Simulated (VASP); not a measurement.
# Pm (Fm-3m) in VASP: further runs

Runs on Pm. Level: LDA. Tasks: single point.

Everything below comes from runs of VASP 6.6.1. Logs are shortened: lines on timing, memory, paths and dates and some standing lists are left out, and cuts for length are marked.

### Step 1. Starting point

The structure is cubic, space group Fm-3m (No. 225). Conventional cell: a = 5.168 Å, b = 5.168 Å, c = 5.168 Å, α = 90.00°, β = 90.00°, γ = 90.00°. Pm (site symmetry m-3m) is surrounded by 12 Pm at 3.65 Å.

This isn't the form of Pm at room conditions, which is double hcp.

### Step 2. Single point, LDA, collinear spin, ferromagnetic start

INCAR

```
PREC     = Accurate       # precision mode
ENCUT    = 400            # plane-wave cutoff, eV
EDIFF    = 1E-6           # SCF threshold, eV
ISMEAR   = -1             # smearing method
SIGMA    = 0.2            # smearing width, eV
LREAL    = F              # projectors in reciprocal space
LASPH    = T              # aspherical terms in the spheres
NELM     = 100            # most SCF steps
ALGO     = Normal         # electronic algorithm
ISIF     = 2              # what is computed and relaxed
LWAVE    = F              # write WAVECAR
LCHARG   = F              # write CHGCAR
ISPIN    = 2              # spin polarisation
MAGMOM   = 4              # initial moments
LORBIT   = 11             # projections on sites
LMAXMIX  = 6              # l up to which the mixer works
GGA      = CA             # functional
NBANDS   = 18             # bands
ADDGRID  = F
```

KPOINTS

```
Automatic mesh
0
Gamma
  3 3 3
```

POSCAR

```
Pm
1.0
    0.0000000000      2.5841748100      2.5841748100
    2.5841748100      0.0000000000      2.5841748100
    2.5841748100      2.5841748100      0.0000000000
Pm
1
Direct
    0.0000000000      0.0000000000      0.0000000000
```

Potentials or basis: VASP PAW PBE potentials, release 64 (Pm).

Launch:

```console
cat potpaw_PBE.64/Pm/POTCAR > POTCAR
mpirun -np 1 vasp_std > vasp.out
```

OUTCAR:

```text
PREC = Accurate
   ENCUT = 400
   EDIFF = 1E-6
   ISMEAR = -1
   LREAL = F
   LASPH = T
   NELM = 100
   ISIF = 2
   ISPIN = 2
   LORBIT = 11
   GGA = CA

 Found      4 irreducible k-points:

 Following reciprocal coordinates:
            Coordinates               Weight
  0.000000  0.000000  0.000000      1.000000
  0.333333  0.000000  0.000000      8.000000
  0.333333  0.333333  0.000000      6.000000
 -0.333333  0.333333  0.000000     12.000000
   k-points           NKPTS =      4   k-points in BZ     NKDIM =      4   number of bands    NBANDS=     18
   number of dos      NEDOS =    301   number of ions     NIONS =      1
   total plane-waves  NPLWV =  13824
   dimension x,y,z NGX =    24 NGY =   24 NGZ =   24
   dimension x,y,z NGXF=    48 NGYF=   48 NGZF=   48
   ions per type =               1
   NGX,Y,Z   is equivalent  to a cutoff of  10.92, 10.92, 10.92 a.u.
   NGXF,Y,Z  is equivalent  to a cutoff of  21.84, 21.84, 21.84 a.u.
 SYSTEM =  unknown system
   PREC   = accura    normal or accurate (medium, high low for compatibility)
   ISTART =      0    job   : 0-new  1-cont  2-samecut
   ICHARG =      2    charge: 1-file 2-atom 10-const
   ISPIN  =      2    spin polarized calculation?
   LNONCOLLINEAR =      F non collinear calculations
   LSORBIT =      F    spin-orbit coupling
   LASPH  =      T    aspherical Exc in radial PAW
   ENCUT  =  400.0 eV  29.40 Ry    5.42 a.u.   5.96  5.96  5.96*2*pi/ulx,y,z
   NELM   =    100;   NELMIN=  2; NELMDL= -5     # of ELM steps
   EDIFF  = 0.1E-05   stopping-criterion for ELM
[... 19 lines left out ...]
     AMIX_MAG =   1.60;   BMIX_MAG =  1.00
  volume/ion in A,a.u.               =      34.51       232.91
  Fermi-wavevector in a.u.,A,eV,Ry     =   1.240052  2.343359 20.922086  1.537730
  Thomas-Fermi vector in A             =   2.374509
   LORBIT       =     11    0 simple, 1 ext, 2 COOP (PROOUT), +10 PAW based schemes
[... 5 lines left out ...]
   LRPA    =     F    only Hartree local field effects (RPA)
 spin polarized calculation
  energy-cutoff  :      400.00
  volume of cell :       34.51
 maximum number of plane-waves:       634
   NGX = 11   NGY = 11   NGZ = 11

 number of electron      15.0000000 magnetization       5.0483387

 Free energy of the ion-electron system (eV)
  ---------------------------------------------------
  ext. energy  EPLUGINS =         0.00000000
  ---------------------------------------------------
  free energy    TOTEN  =        -8.50786505 eV

  energy without entropy =       -7.51282804  energy(sigma->0) =       -8.01034655

 E-fermi :   5.5884     XC(G=0): -10.0546

 val. band max:        5.5788135084   @ k =   0.3333   0.3333   0.0000
 cond. band min:       5.6164065481   @ k =   0.0000   0.0000   0.0000
 fundamental gap:      0.0375930397
 Fermi energy:         5.5884349568

 spin component 1

 k-point     1 :       0.0000    0.0000    0.0000
  band No.  band energies     occupation
      1     -32.8569      1.00000
      2     -12.8805      1.00000
      3     -12.8805      1.00000
      4     -12.8805      1.00000
      5       1.4397      1.00000
      6       5.1420      0.90308
[... 10 lines left out ...]
     17       9.7297      0.00000
     18      14.9201      0.00000

 k-point     2 :       0.3333    0.0000    0.0000
  band No.  band energies     occupation
      1     -32.7703      1.00000
      2     -13.6871      1.00000
      3     -12.9826      1.00000
      4     -12.9826      1.00000
      5       3.4059      0.99998
      6       5.2129      0.86732
[... 10 lines left out ...]
     17      10.4863      0.00000
     18      14.3959      0.00000

 k-point     3 :       0.3333    0.3333    0.0000
  band No.  band energies     occupation
      1     -32.7422      1.00000
      2     -13.6417      1.00000
      3     -13.1629      1.00000
      4     -13.1629      1.00000
      5       3.8221      0.99985
      6       4.6936      0.98873
[... 10 lines left out ...]
     17      11.0923      0.00000
     18      17.3200      0.00000

 k-point     4 :      -0.3333    0.3333    0.0000
  band No.  band energies     occupation
      1     -32.7129      1.00000
      2     -13.5947      1.00000
      3     -13.5842      1.00000
      4     -13.1239      1.00000
      5       4.5991      0.99294
      6       5.2630      0.83577
[... 10 lines left out ...]
     17      12.1141      0.00000
     18      15.8800      0.00000
 Fermi energy:         5.5884349568

 spin component 2

 k-point     1 :       0.0000    0.0000    0.0000
  band No.  band energies     occupation
      1     -30.9131      1.00000
      2     -11.3201      1.00000
      3     -11.3201      1.00000
      4     -11.3201      1.00000
      5       2.1319      1.00000
      6       7.7660      0.00002
[... 10 lines left out ...]
     17      10.6212      0.00000
     18      15.9169      0.00000

 k-point     2 :       0.3333    0.0000    0.0000
  band No.  band energies     occupation
      1     -30.8136      1.00000
      2     -12.2288      1.00000
      3     -11.4332      1.00000
      4     -11.4332      1.00000
      5       4.1392      0.99929
      6       7.1040      0.00051
[... 10 lines left out ...]
     17      11.4922      0.00000
     18      15.2695      0.00000

 k-point     3 :       0.3333    0.3333    0.0000
  band No.  band energies     occupation
      1     -30.7811      1.00000
      2     -12.1757      1.00000
      3     -11.6362      1.00000
      4     -11.6362      1.00000
      5       4.5127      0.99541
      6       5.5788      0.51202
[... 10 lines left out ...]
     17      12.0723      0.00000
     18      18.2572      0.00000

 k-point     4 :      -0.3333    0.3333    0.0000
  band No.  band energies     occupation
      1     -30.7472      1.00000
      2     -12.1238      1.00000
      3     -12.1099      1.00000
      4     -11.5915      1.00000
      5       5.4554      0.66038
      6       6.2750      0.03128
[... 10 lines left out ...]
     17      13.1325      0.00000
     18      17.2446      0.00000

------------------------ aborting loop because EDIFF is reached ----------------------------------------

  FORCE on cell =-STRESS in cart. coord.  units (eV):
  Direction    XX          YY          ZZ          XY          YZ          ZX
  --------------------------------------------------------------------------------------
  -------------------------------------------------------------------------------------
  Total       -1.1741864     -1.1741864     -1.1741864      0.0000000     -0.0000000     -0.0000000
  in kB      -54.5069592    -54.5069592    -54.5069592      0.0000000     -0.0000000     -0.0000000
  external PRESSURE =     -54.5069592 kB  Pullay stress =       0.0000000 kB

 VOLUME and BASIS-vectors are now :
 -----------------------------------------------------------------------------
  energy-cutoff  :      400.00
  volume of cell :       34.51
      direct lattice vectors                 reciprocal lattice vectors
     0.000000000  2.584174810  2.584174810    -0.193485363  0.193485363  0.193485363
     2.584174810  0.000000000  2.584174810     0.193485363 -0.193485363  0.193485363
     2.584174810  2.584174810  0.000000000     0.193485363  0.193485363 -0.193485363

 POSITION                                       TOTAL-FORCE (eV/Angst)
 -----------------------------------------------------------------------------------
      0.00000      0.00000      0.00000        -0.000000     -0.000000     -0.000000
 -----------------------------------------------------------------------------------
    total drift:                               -0.000000      0.000000      0.000000

  FREE ENERGIE OF THE ION-ELECTRON SYSTEM (eV)
  ---------------------------------------------------
  free  energy   TOTEN  =        -8.5078650525 eV

  energy  without entropy=       -7.5128280397  energy(sigma->0) =       -8.01034655

 total charge

# of ion       s       p       d       f       tot
--------------------------------------------------
    1        2.035   5.467   0.535   4.388  12.425

 magnetization (x)

# of ion       s       p       d       f       tot
--------------------------------------------------
    1       -0.000   0.033   0.139   4.359   4.531
```

OSZICAR:

```text
N       E                     dE             d eps       ncg     rms          rms(c)
DAV:   1     0.997664514004E+02    0.99766E+02   -0.48832E+03   296   0.971E+02
DAV:   2     0.333112373757E+01   -0.96435E+02   -0.87050E+02   334   0.188E+02
DAV:   3    -0.723861192188E+01   -0.10570E+02   -0.10103E+02   348   0.705E+01
DAV:   4    -0.780269478068E+01   -0.56408E+00   -0.55706E+00   424   0.162E+01
DAV:   5    -0.784649366263E+01   -0.43799E-01   -0.43786E-01   396   0.365E+00    0.301E+01
DAV:   6    -0.180844755043E+02   -0.10238E+02   -0.45677E+01   334   0.540E+01    0.388E+01
DAV:   7    -0.885383776218E+01    0.92306E+01   -0.17914E+01   344   0.322E+01    0.928E+00
DAV:   8    -0.861619366232E+01    0.23764E+00   -0.20284E+00   424   0.120E+01    0.967E+00
DAV:   9    -0.853833740313E+01    0.77856E-01   -0.70884E-02   436   0.237E+00    0.423E+00
DAV:  10    -0.853863322410E+01   -0.29582E-03   -0.13570E-01   360   0.437E+00    0.537E+00
DAV:  11    -0.850804746069E+01    0.30586E-01   -0.99545E-02   350   0.234E+00    0.376E-01
DAV:  12    -0.851040148630E+01   -0.23540E-02   -0.32975E-03   382   0.624E-01    0.161E+00
DAV:  13    -0.850864853323E+01    0.17530E-02   -0.94078E-04   418   0.335E-01    0.778E-01
DAV:  14    -0.850788914466E+01    0.75939E-03   -0.67435E-04   374   0.275E-01    0.147E-01
DAV:  15    -0.850788491704E+01    0.42276E-05   -0.15238E-05   412   0.225E-02    0.133E-01
DAV:  16    -0.850786553666E+01    0.19380E-04   -0.15416E-05   352   0.420E-02    0.180E-02
DAV:  17    -0.850786505255E+01    0.48411E-06   -0.73565E-07   234   0.700E-03
   1 F= -.85078651E+01 E0= -.80103465E+01  d E =-.995037E+00  mag=     5.0486
```

stdout:

```text
POSCAR found type information on POSCAR Pm
 POSCAR found :  1 types and       1 ions
 scaLAPACK will be used
 -----------------------------------------------------------------------------
|                                                                             |
|                                                                             |
|     You enforced a specific xc type in the INCAR file but a different       |
|     I HOPE YOU KNOW WHAT YOU ARE DOING!                                     |
|                                                                             |
 -----------------------------------------------------------------------------

 LDA part: xc-table for (Slater(with rela. corr.)+CA(PZ))
 , standard interpolation
 POSCAR, INCAR and KPOINTS ok, starting setup
 FFT: planning ... GRIDC
 FFT: planning ... GRID_SOFT
 FFT: planning ... GRID
 WAVECAR not read
 entering main loop
```

It took 3.5 s on 1 thread of Intel Xeon 6975P-C (Granite Rapids), shared host; peak memory 0.13 GiB.

The run converged, but some of its settings lie outside the range that counts as converged, so its numbers aren't taken as properties of the crystal.

Results:

* Free energy: -8.5079 eV
* Pressure: -5.5 GPa
* Band gap on the k mesh: none (metal or under the smearing width)
* Net moment: 5.05 μB per cell
* Site moments: Pm +4.53 μB
* Valence electrons inside the program's atomic spheres: Pm 12.43

Caveat: the k mesh is coarse (spacing up to 0.70 Å⁻¹), so the values aren't converged; the cutoff is under 1.25 times the usual one of these potentials, so pressure, stress and relaxed cells hold a basis-set (Pulay) error; the magnetic or orbital state may not be the lowest; the PAW data sets were made with another functional, which shifts forces and pressure a little; spin-orbit coupling is left out, which moves the levels of the heavy elements.

### Step 3. Single point, LDA, collinear spin, ferromagnetic start

This run uses another cell than the first one, of the same volume but with other edges.

INCAR is that of step 2.

KPOINTS is that of step 2.

POSCAR

```
Pm
1.0
   -0.0555010000      2.5655700000      2.5293400000
    2.5242190000     -0.0080540000      2.4818930000
    2.6229240000      2.6168280000     -0.1067590000
Pm
1
Direct
    0.0077670000      0.0042080000     -0.0216400000
```

Potentials or basis: VASP PAW PBE potentials, release 64 (Pm).

Launch:

```console
cat potpaw_PBE.64/Pm/POTCAR > POTCAR
mpirun -np 1 vasp_std > vasp.out
```

OUTCAR:

```text
PREC = Accurate
   ENCUT = 400
   EDIFF = 1E-6
   ISMEAR = -1
   LREAL = F
   LASPH = T
   NELM = 100
   ISIF = 2
   ISPIN = 2
   LORBIT = 11
   GGA = CA

 Found     14 irreducible k-points:

 Following reciprocal coordinates:
            Coordinates               Weight
  0.000000  0.000000  0.000000      1.000000
  0.333333  0.000000 -0.000000      2.000000
  0.000000  0.333333 -0.000000      2.000000
  0.333333  0.333333 -0.000000      2.000000
 -0.333333  0.333333 -0.000000      2.000000
 -0.000000 -0.000000  0.333333      2.000000
   k-points           NKPTS =     14   k-points in BZ     NKDIM =     14   number of bands    NBANDS=     18
   number of dos      NEDOS =    301   number of ions     NIONS =      1
   total plane-waves  NPLWV =  13824
   dimension x,y,z NGX =    24 NGY =   24 NGZ =   24
   dimension x,y,z NGXF=    48 NGYF=   48 NGZF=   48
   ions per type =               1
   NGX,Y,Z   is equivalent  to a cutoff of  11.07, 11.27, 10.76 a.u.
   NGXF,Y,Z  is equivalent  to a cutoff of  22.15, 22.54, 21.53 a.u.
 SYSTEM =  unknown system
   PREC   = accura    normal or accurate (medium, high low for compatibility)
   ISTART =      0    job   : 0-new  1-cont  2-samecut
   ICHARG =      2    charge: 1-file 2-atom 10-const
   ISPIN  =      2    spin polarized calculation?
   LNONCOLLINEAR =      F non collinear calculations
   LSORBIT =      F    spin-orbit coupling
   LASPH  =      T    aspherical Exc in radial PAW
[... 188 lines left out ...]

 k-point     1 :       0.0000    0.0000    0.0000
  band No.  band energies     occupation
      1     -30.9217      1.00000
      2     -11.3856      1.00000
      3     -11.3183      1.00000
      4     -11.2655      1.00000
      5       2.1331      1.00000
      6       7.6767      0.00003
[... 103 lines left out ...]
      5       4.0564      0.99952
      6       6.9682      0.00099
[... 10 lines left out ...]
     17      11.6848      0.00000
     18      15.4115      0.00000

 [... further k-points ...]
[... 5 lines left out ...]
  --------------------------------------------------------------------------------------
  -------------------------------------------------------------------------------------
  Total       -1.2125089     -1.2083120     -1.1530331     -0.0235386      0.0389218      0.1173893
  in kB      -56.2859217    -56.0910976    -53.5249918     -1.0926883      1.8067891      5.4493317
  external PRESSURE =     -55.3006704 kB  Pullay stress =       0.0000000 kB

 VOLUME and BASIS-vectors are now :
 -----------------------------------------------------------------------------
  energy-cutoff  :      400.00
  volume of cell :       34.51
      direct lattice vectors                 reciprocal lattice vectors
    -0.055501000  2.565570000  2.529340000    -0.188150331  0.196421533  0.191996440
     2.524219000 -0.008054000  2.481893000     0.199708474 -0.192047705  0.199180755
     2.622924000  2.616828000 -0.106759000     0.185079531  0.188976904 -0.187622612

 POSITION                                       TOTAL-FORCE (eV/Angst)
 -----------------------------------------------------------------------------------
      2.57635      2.58009     -0.07436         0.000000      0.000000     -0.000000
 -----------------------------------------------------------------------------------
    total drift:                                0.000009     -0.000002      0.000001

  FREE ENERGIE OF THE ION-ELECTRON SYSTEM (eV)
  ---------------------------------------------------
  free  energy   TOTEN  =        -8.5039510851 eV

  energy  without entropy=       -7.5132799919  energy(sigma->0) =       -8.00861554

 total charge

# of ion       s       p       d       f       tot
--------------------------------------------------
    1        2.035   5.466   0.537   4.389  12.426

 magnetization (x)

# of ion       s       p       d       f       tot
--------------------------------------------------
    1       -0.000   0.032   0.138   4.359   4.528
```

OSZICAR:

```text
N       E                     dE             d eps       ncg     rms          rms(c)
DAV:   1     0.967891276004E+02    0.96789E+02   -0.51852E+03  1064   0.104E+03
DAV:   2     0.311034995641E+01   -0.93679E+02   -0.82906E+02  1114   0.183E+02
[... 11 lines left out ...]
DAV:  14    -0.850404167928E+01    0.17998E-03   -0.10263E-04  1448   0.107E-01    0.258E-01
DAV:  15    -0.850398981385E+01    0.51865E-04   -0.95956E-05  1510   0.868E-02    0.161E-01
DAV:  16    -0.850396499884E+01    0.24815E-04   -0.13690E-05  1394   0.358E-02    0.107E-01
DAV:  17    -0.850395388073E+01    0.11118E-04   -0.79289E-06  1274   0.276E-02    0.467E-02
DAV:  18    -0.850395158869E+01    0.22920E-05   -0.11737E-06   732   0.114E-02    0.218E-02
DAV:  19    -0.850395108512E+01    0.50357E-06   -0.12304E-06   652   0.118E-02
   1 F= -.85039511E+01 E0= -.80086155E+01  d E =-.990671E+00  mag=     5.0410
```

stdout:

```text
POSCAR found type information on POSCAR Pm
 POSCAR found :  1 types and       1 ions
 scaLAPACK will be used
 -----------------------------------------------------------------------------
|                                                                             |
|                                                                             |
|     You enforced a specific xc type in the INCAR file but a different       |
|     I HOPE YOU KNOW WHAT YOU ARE DOING!                                     |
|                                                                             |
 -----------------------------------------------------------------------------

 LDA part: xc-table for (Slater(with rela. corr.)+CA(PZ))
 , standard interpolation
 POSCAR, INCAR and KPOINTS ok, starting setup
 FFT: planning ... GRIDC
 FFT: planning ... GRID_SOFT
 FFT: planning ... GRID
 WAVECAR not read
 entering main loop
```

Run time: 7.3 s. Hardware: 1 thread of Intel Xeon 6975P-C (Granite Rapids), shared host; peak memory 0.14 GiB.

These settings aren't checked as converged: the numbers below hold their error.

What came out:

* Free energy: -8.5040 eV
* Pressure: -5.5 GPa
* Band gap on the k mesh: none (metal or under the smearing width)
* Net moment: 5.04 μB per cell
* Site moments: Pm +4.53 μB
* Valence electrons inside the program's atomic spheres: Pm 12.43

Caveat: the k mesh is coarse (spacing up to 0.71 Å⁻¹), so the values aren't converged; the cutoff is under 1.25 times the usual one of these potentials, so pressure, stress and relaxed cells hold a basis-set (Pulay) error; the magnetic or orbital state may not be the lowest; the PAW data sets were made with another functional, which shifts forces and pressure a little; spin-orbit coupling is left out, which moves the levels of the heavy elements.

[end of part 1 of 2]
